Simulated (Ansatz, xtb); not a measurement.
Isomers of C6H15N in order of energy

8 gas-phase structures of C6H15N, from a drawn sample of its isomers (lower ones may exist). Each was relaxed with GFN2-xTB; where two conformers were screened, the lower at r2SCAN-D4/def2-SVP//GFN2-xTB is listed:

A. `CCN(CC)CC`, a singlet
B. `CCN(C)C(C)C`, a singlet
C. `CC(C)C(C)(C)N`, a singlet
D. `CCCCN(C)C`, a singlet
E. `CN[C@H](C)C(C)C`, a singlet
F. `CNCC(C)(C)C`, a singlet
G. `CC(C)NC(C)C`, a singlet
H. `CCC(C)(N)CC`, a singlet

**Question.** Estimate their order in r2SCAN-D4/def2-SVP//GFN2-xTB energy at these geometries, lowest first.

**Answer.** Calculated order at r2SCAN-D4/def2-SVP//GFN2-xTB: H (0.0), C (0.0), G (4.1), F (6.5), E (7.1), B (12.1), A (12.5), D (12.8) kcal/mol. Less than 1 kcal/mol parts H and C; F and E; B and A; A and D, so the order within those pairs means little.

Energies above the lowest of each column, in kcal/mol; the last columns are at r2SCAN-D4/def2-SVP geometries and were run for some of them only (a dash: not run or not comparable):

```json
{"structure": "H", "GFN2-xTB": "2.0", "HF/STO-3G": "0.9", "r2SCAN-D4/def2-SVP//GFN2-xTB": "0.0", "r2SCAN-D4/def2-SVP": "0.1", "CCSD(T)/def2-SVP + ΔMP2/def2-TZVPP": "0.6"}
{"structure": "C", "GFN2-xTB": "1.1", "HF/STO-3G": "1.5", "r2SCAN-D4/def2-SVP//GFN2-xTB": "0.0", "r2SCAN-D4/def2-SVP": "0.0", "CCSD(T)/def2-SVP + ΔMP2/def2-TZVPP": "0.0"}
{"structure": "G", "GFN2-xTB": "0.0", "HF/STO-3G": "0.0", "r2SCAN-D4/def2-SVP//GFN2-xTB": "4.1", "r2SCAN-D4/def2-SVP": "4.1", "CCSD(T)/def2-SVP + ΔMP2/def2-TZVPP": "5.9"}
{"structure": "F", "GFN2-xTB": "1.0", "HF/STO-3G": "2.2", "r2SCAN-D4/def2-SVP//GFN2-xTB": "6.5", "r2SCAN-D4/def2-SVP": "6.7", "CCSD(T)/def2-SVP + ΔMP2/def2-TZVPP": "7.9"}
{"structure": "E", "GFN2-xTB": "3.0", "HF/STO-3G": "3.3", "r2SCAN-D4/def2-SVP//GFN2-xTB": "7.1", "r2SCAN-D4/def2-SVP": "7.2", "CCSD(T)/def2-SVP + ΔMP2/def2-TZVPP": "9.0"}
{"structure": "B", "GFN2-xTB": "0.5", "HF/STO-3G": "4.5", "r2SCAN-D4/def2-SVP//GFN2-xTB": "12.1", "r2SCAN-D4/def2-SVP": "12.1", "CCSD(T)/def2-SVP + ΔMP2/def2-TZVPP": "14.7"}
{"structure": "A", "GFN2-xTB": "2.0", "HF/STO-3G": "4.9", "r2SCAN-D4/def2-SVP//GFN2-xTB": "12.5", "r2SCAN-D4/def2-SVP": "–", "CCSD(T)/def2-SVP + ΔMP2/def2-TZVPP": "–"}
{"structure": "D", "GFN2-xTB": "1.7", "HF/STO-3G": "4.3", "r2SCAN-D4/def2-SVP//GFN2-xTB": "12.8", "r2SCAN-D4/def2-SVP": "–", "CCSD(T)/def2-SVP + ΔMP2/def2-TZVPP": "–"}
```

CCSD(T)/def2-SVP + ΔMP2/def2-TZVPP puts C lowest of those it was run on, with H within 1 kcal/mol; GFN2-xTB picks G, HF/STO-3G picks G. CCSD(T)/def2-SVP + ΔMP2/def2-TZVPP orders those it was run on as C (0.0), H (0.6), G (5.9), F (7.9), E (9.0), B (14.7) kcal/mol. Less than 1 kcal/mol parts C and H, so the order within that pair means little. Some further structures that were screened fall inside this span and aren't listed. Flexible structures stand in one conformer each, not always the lowest. Frequencies (GFN2-xTB) were run for B, C, E, F, G, H alone. ΔMP2 is the change of the MP2 energy from the smaller to the larger basis.

Over these structures GFN2-xTB departs from r2SCAN-D4/def2-SVP//GFN2-xTB by 4.2 kcal/mol on average once a common shift is removed. A GFN2-xTB relaxation took about 0.1 s and the r2SCAN-D4/def2-SVP//GFN2-xTB energy about 2.3 s on a shared host (Ansatz 0.2.0, xtb 6.7.1).
